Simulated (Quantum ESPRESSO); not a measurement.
# Si (I4_1/amd) in Quantum ESPRESSO: reference runs

Aim: a first look at Si with PBE, on the cell as given and on a disturbed one.

Everything below comes from runs of Quantum ESPRESSO 7.5. Logs are shortened: lines on timing, memory, paths and dates and some standing lists are left out, and cuts for length are marked.

## (1) The crystal as given

It takes space group I4_1/amd (No. 141, tetragonal). Conventional cell: a = 4.743 Å, b = 4.743 Å, c = 2.659 Å, α = 90.00°, β = 90.00°, γ = 90.00°. Si (site symmetry -4m2) has 6 Si at 2.46 to 2.66 Å as nearest neighbours.

This isn't the form of Si at room conditions, which is diamond.

## (2) Single point, PBE

Contents of pw.in:

```
&CONTROL
  calculation = 'scf'
  prefix = 'pwscf'
  outdir = './tmp'
  pseudo_dir = './pseudo'
  tprnfor = .true.
  tstress = .true.
  disk_io = 'low'
/
&SYSTEM
  ibrav = 0
  celldm(1) = 8
  nat = 2
  ntyp = 1
  ecutwfc = 55
  ecutrho = 440
  nbnd = 9
  occupations = 'smearing'
  smearing = 'fd'
  degauss = 0.00367493
/
&ELECTRONS
  conv_thr = 4d-10
  electron_maxstep = 120
  mixing_beta = 0.5
/
ATOMIC_SPECIES
Si    28.0850 Si.pbe-n-rrkjus_psl.1.0.0.UPF
CELL_PARAMETERS alat
 -0.5601555243785   0.5601555243785   0.3139934417319
  0.5601555243785  -0.5601555243785   0.3139934417319
  0.5601555243785   0.5601555243785  -0.3139934417319
ATOMIC_POSITIONS crystal
Si     0.5000000000    0.5000000000    0.0000000000
Si     0.2500000000    0.7500000000    0.5000000000
K_POINTS automatic
11 11 11 0 0 0
```

Contents of pp_density.in:

```
&INPUTPP
  prefix = 'pwscf'
  outdir = './tmp'
  filplot = 'density.dat'
  plot_num = 0
/
&PLOT
  nfile = 1
  filepp(1) = 'density.dat'
  iflag = 3
  output_format = 6
  fileout = 'density.cube'
/
```

Contents of pp_potential.in:

```
&INPUTPP
  prefix = 'pwscf'
  outdir = './tmp'
  filplot = 'potential.dat'
  plot_num = 11
/
&PLOT
  nfile = 1
  filepp(1) = 'potential.dat'
  iflag = 3
  output_format = 6
  fileout = 'potential.cube'
/
```

Potentials or basis: SSSP 1.3 efficiency PBE.

The run is started by

```console
$ OMP_NUM_THREADS=1 pw.x -in pw.in > pw.out
$ OMP_NUM_THREADS=1 pp.x -in pp_density.in > pp_density.out
$ OMP_NUM_THREADS=1 pp.x -in pp_potential.in > pp_potential.out
```

pw.out:

```text
This program is part of the open-source Quantum ESPRESSO suite
     for quantum simulation of materials; please cite
         "P. Giannozzi et al., J. Phys.:Condens. Matter 21 395502 (2009);
         "P. Giannozzi et al., J. Phys.:Condens. Matter 29 465901 (2017);
         "P. Giannozzi et al., J. Chem. Phys. 152 154105 (2020);
     in publications or presentations arising from this work. More details at

     Message from routine setup:
     using ibrav=0 with symmetry is DISCOURAGED, use correct ibrav instead

     G-vector sticks info
     --------------------
     sticks:   dense  smooth     PW     G-vecs:    dense   smooth      PW
     Sum        1107     559    187                31381    11011    2151

     Using Slab Decomposition

     bravais-lattice index     =            0
     lattice parameter (alat)  =       8.0000  a.u.
     unit-cell volume          =     201.7752 (a.u.)^3
     number of atoms/cell      =            2
     number of atomic types    =            1
     number of electrons       =         8.00
     number of Kohn-Sham states=            9
     kinetic-energy cutoff     =      55.0000  Ry
     charge density cutoff     =     440.0000  Ry
     scf convergence threshold =      4.0E-10
     mixing beta               =       0.5000
     number of iterations used =            8  plain     mixing
     Exchange-correlation= PBE
                           (   1   4   3   4   0   0   0)

     celldm(1)=   8.000000  celldm(2)=   0.000000  celldm(3)=   0.000000
     celldm(4)=   0.000000  celldm(5)=   0.000000  celldm(6)=   0.000000

     crystal axes: (cart. coord. in units of alat)
               a(1) = (  -0.560156   0.560156   0.313993 )
               a(2) = (   0.560156  -0.560156   0.313993 )
               a(3) = (   0.560156   0.560156  -0.313993 )

     reciprocal axes: (cart. coord. in units 2 pi/alat)
               b(1) = (  0.000000  0.892609  1.592390 )
               b(2) = (  0.892609  0.000000  1.592390 )
               b(3) = (  0.892609  0.892609  0.000000 )

     PseudoPot. # 1 for Si read from file:
     Si.pbe-n-rrkjus_psl.1.0.0.UPF
     Pseudo is Ultrasoft + core correction, Zval =  4.0
     Generated using "atomic" code by A. Dal Corso  v.5.1
     Using radial grid of 1141 points,  6 beta functions with:
                l(1) =   0
                l(2) =   0
                l(3) =   1
                l(4) =   1
                l(5) =   2
                l(6) =   2
     Q(r) pseudized with 0 coefficients

     atomic species   valence    mass     pseudopotential
     Si                4.00    28.08500     Si( 1.00)

     16 Sym. Ops., with inversion, found ( 8 have fractional translation)

   Cartesian axes

     site n.     atom                  positions (alat units)
         1        Si     tau(   1) = (   0.0000000   0.0000000   0.3139934  )
         2        Si     tau(   2) = (   0.5601555   0.0000000   0.1569967  )

     number of k points=   126  Fermi-Dirac smearing, width (Ry)=  0.0037

     Number of k-points >= 100: set verbosity='high' to print them.

     Dense  grid:    31381 G-vectors     FFT dimensions: (  48,  48,  48)

     Smooth grid:    11011 G-vectors     FFT dimensions: (  36,  36,  36)

     Initial potential from superposition of free atoms

     starting charge       7.9989, renormalised to       8.0000
     Starting wfcs are    8 randomized atomic wfcs +    1 random wfcs

     Self-consistent Calculation

     iteration #  1     ecut=    55.00 Ry     beta= 0.50
     Davidson diagonalization with overlap
     ethr =  1.00E-02,  avg # of iterations =  6.5

     Threshold (ethr) on eigenvalues was too large:
     Diagonalizing with lowered threshold

     Davidson diagonalization with overlap
     ethr =  1.37E-04,  avg # of iterations =  4.3

     total energy              =     -22.79621228 Ry
     estimated scf accuracy    <       0.01120724 Ry

     iteration #  2     ecut=    55.00 Ry     beta= 0.50
     Davidson diagonalization with overlap
     ethr =  1.40E-04,  avg # of iterations =  1.0

     total energy              =     -22.79624818 Ry
     estimated scf accuracy    <       0.00267650 Ry

     iteration #  3     ecut=    55.00 Ry     beta= 0.50
     Davidson diagonalization with overlap
     ethr =  3.35E-05,  avg # of iterations =  1.8

     total energy              =     -22.79629265 Ry
     estimated scf accuracy    <       0.00001984 Ry

     iteration #  4     ecut=    55.00 Ry     beta= 0.50
     Davidson diagonalization with overlap
     c_bands:  1 eigenvalues not converged
     c_bands:  1 eigenvalues not converged
     c_bands:  1 eigenvalues not converged
     ethr =  2.48E-07,  avg # of iterations =  5.1

     total energy              =     -22.79629813 Ry
     estimated scf accuracy    <       0.00000030 Ry

     iteration #  5     ecut=    55.00 Ry     beta= 0.50
     Davidson diagonalization with overlap
     ethr =  3.78E-09,  avg # of iterations =  2.6

     total energy              =     -22.79629824 Ry
     estimated scf accuracy    <       0.00000001 Ry

     iteration #  6     ecut=    55.00 Ry     beta= 0.50
     Davidson diagonalization with overlap
     ethr =  1.77E-10,  avg # of iterations =  2.3

     total energy              =     -22.79629824 Ry
     estimated scf accuracy    <          1.2E-09 Ry

     iteration #  7     ecut=    55.00 Ry     beta= 0.50
     Davidson diagonalization with overlap
     ethr =  1.51E-11,  avg # of iterations =  2.1

     End of self-consistent calculation

     Number of k-points >= 100: set verbosity='high' to print the bands.

     the Fermi energy is     9.9168 ev

!    total energy              =     -22.79629825 Ry
     estimated scf accuracy    <          6.6E-11 Ry
     smearing contrib. (-TS)   =      -0.00050076 Ry
     internal energy E=F+TS    =     -22.79579748 Ry

     The total energy is F=E-TS. E is the sum of the following terms:
     one-electron contribution =       9.06165087 Ry
     hartree contribution      =       0.16942490 Ry
     xc contribution           =     -12.38268971 Ry
     ewald contribution        =     -19.64418355 Ry

     convergence has been achieved in   7 iterations

     Forces acting on atoms (cartesian axes, Ry/au):

     atom    1 type  1   force =    -0.00000000    0.00000000   -0.00000000
     atom    2 type  1   force =     0.00000000    0.00000000    0.00000000

     Total force =     0.000000     Total SCF correction =     0.000000

     Computing stress (Cartesian axis) and pressure

          total   stress  (Ry/bohr**3)                   (kbar)     P=       32.07
   0.00025663  -0.00000000   0.00000000           37.75       -0.00        0.00
  -0.00000000   0.00025663  -0.00000000           -0.00       37.75       -0.00
   0.00000000   0.00000000   0.00014078            0.00        0.00       20.71

=------------------------------------------------------------------------------=
   JOB DONE.
=------------------------------------------------------------------------------=
```

pp_density.out:

```text
This program is part of the open-source Quantum ESPRESSO suite
     for quantum simulation of materials; please cite
         "P. Giannozzi et al., J. Phys.:Condens. Matter 21 395502 (2009);
         "P. Giannozzi et al., J. Phys.:Condens. Matter 29 465901 (2017);
         "P. Giannozzi et al., J. Chem. Phys. 152 154105 (2020);
     in publications or presentations arising from this work. More details at

     IMPORTANT: XC functional enforced from input :
     Exchange-correlation= PBE
                           (   1   4   3   4   0   0   0)
     Any further DFT definition will be discarded
     Please, verify this is what you really want

     G-vector sticks info
     --------------------
     sticks:   dense  smooth     PW     G-vecs:    dense   smooth      PW
     Sum        1107     559    187                31381    11011    2151

     Using Slab Decomposition

     Calling punch_plot, plot_num =   0
     Writing data to file  density.dat
     Reading data from file  density.dat

     Writing data to be plotted to file density.cube
     Plot Type: 3D                     Output format: Gaussian cube

=------------------------------------------------------------------------------=
   JOB DONE.
=------------------------------------------------------------------------------=
```

Wall time 29 s (1 thread of Arm Neoverse V2, shared host); peak memory 0.16 GiB.

Results:

```
Free energy            : -310.1594 eV
Pressure               : 3.2 GPa
Band gap on the k mesh : none (metal or under the smearing width)
```

Stress tensor (GPa, compression positive):
```
3.78 0.00 0.00
0.00 3.78 0.00
0.00 0.00 2.07
```

Levels at points of the mesh, in eV from the Fermi level:
```
           k point  band 1  band 2  band 3  band 4  band 5  band 6  band 7  band 8
(0.00, 0.00, 0.00)  -13.92   -2.46   -2.46   -1.75    1.55    7.52    9.12    9.13
```

## (3) Single point, PBE (atoms moved at random, drawn with an rms of 0.05 Å)

Contents of pw.in:

```
&CONTROL
  calculation = 'scf'
  prefix = 'pwscf'
  outdir = './tmp'
  pseudo_dir = './pseudo'
  tprnfor = .true.
  tstress = .true.
  disk_io = 'nowf'
/
&SYSTEM
  ibrav = 0
  nat = 2
  ntyp = 1
  ecutwfc = 55
  ecutrho = 440
  nbnd = 9
  occupations = 'smearing'
  smearing = 'fd'
  degauss = 0.00367493
/
&ELECTRONS
  conv_thr = 4d-10
  electron_maxstep = 120
  mixing_beta = 0.5
/
ATOMIC_SPECIES
Si    28.0850 Si.pbe-n-rrkjus_psl.1.0.0.UPF
CELL_PARAMETERS angstrom
  -2.3713723045    2.3713723045    1.3292653899
   2.3713723045   -2.3713723045    1.3292653899
   2.3713723045    2.3713723045   -1.3292653899
ATOMIC_POSITIONS crystal
Si     0.5006170000    0.5049930000   -0.0090590000
Si     0.2556600000    0.7590120000    0.4949370000
K_POINTS automatic
11 11 11 0 0 0
```

Potentials or basis: SSSP 1.3 efficiency PBE.

The run is started by

```console
$ OMP_NUM_THREADS=1 pw.x -in pw.in > pw.out
```

pw.out:

```text
This program is part of the open-source Quantum ESPRESSO suite
     for quantum simulation of materials; please cite
[... 6 lines left out ...]
     --------------------
     sticks:   dense  smooth     PW     G-vecs:    dense   smooth      PW
     Sum        1107     559    187                31381    11011    2151

     Using Slab Decomposition

     bravais-lattice index     =            0
     lattice parameter (alat)  =       6.8171  a.u.
     unit-cell volume          =     201.7752 (a.u.)^3
     number of atoms/cell      =            2
     number of atomic types    =            1
     number of electrons       =         8.00
     number of Kohn-Sham states=            9
     kinetic-energy cutoff     =      55.0000  Ry
     charge density cutoff     =     440.0000  Ry
     scf convergence threshold =      4.0E-10
     mixing beta               =       0.5000
     number of iterations used =            8  plain     mixing
     Exchange-correlation= PBE
[... 60 lines left out ...]

     Davidson diagonalization with overlap
     ethr =  1.37E-04,  avg # of iterations =  4.1

     total energy              =     -22.79616734 Ry
     estimated scf accuracy    <       0.01125223 Ry
[... 33 lines left out ...]
     iteration #  6     ecut=    55.00 Ry     beta= 0.50
     Davidson diagonalization with overlap
     ethr =  1.41E-10,  avg # of iterations =  2.8

     End of self-consistent calculation

     Number of k-points >= 100: set verbosity='high' to print the bands.

     the Fermi energy is     9.9160 ev

!    total energy              =     -22.79625627 Ry
     estimated scf accuracy    <          1.3E-10 Ry
     smearing contrib. (-TS)   =      -0.00049928 Ry
     internal energy E=F+TS    =     -22.79575699 Ry

     The total energy is F=E-TS. E is the sum of the following terms:
     one-electron contribution =       9.06121748 Ry
     hartree contribution      =       0.16962988 Ry
     xc contribution           =     -12.38276046 Ry
     ewald contribution        =     -19.64384389 Ry

     convergence has been achieved in   6 iterations

     Forces acting on atoms (cartesian axes, Ry/au):

     atom    1 type  1   force =     0.00162086    0.00264427    0.00019675
     atom    2 type  1   force =    -0.00162086   -0.00264427   -0.00019675

     Total force =     0.004395     Total SCF correction =     0.000003

     Computing stress (Cartesian axis) and pressure

          total   stress  (Ry/bohr**3)                   (kbar)     P=       32.18
   0.00026580  -0.00000128   0.00000197           39.10       -0.19        0.29
  -0.00000128   0.00025104  -0.00000267           -0.19       36.93       -0.39
   0.00000197  -0.00000267   0.00013945            0.29       -0.39       20.51

=------------------------------------------------------------------------------=
   JOB DONE.
=------------------------------------------------------------------------------=
```

It took 2 min on 1 thread of Arm Neoverse V2, shared host; peak memory 0.26 GiB.

Results:

- Free energy: -310.1589 eV
- Pressure: 3.2 GPa
- Largest force: 0.080 eV/Å
- Band gap on the k mesh: none (metal or under the smearing width)

Forces on the atoms (eV/Å):
```
Si   0.042  0.068  0.005
Si  -0.042 -0.068 -0.005
```
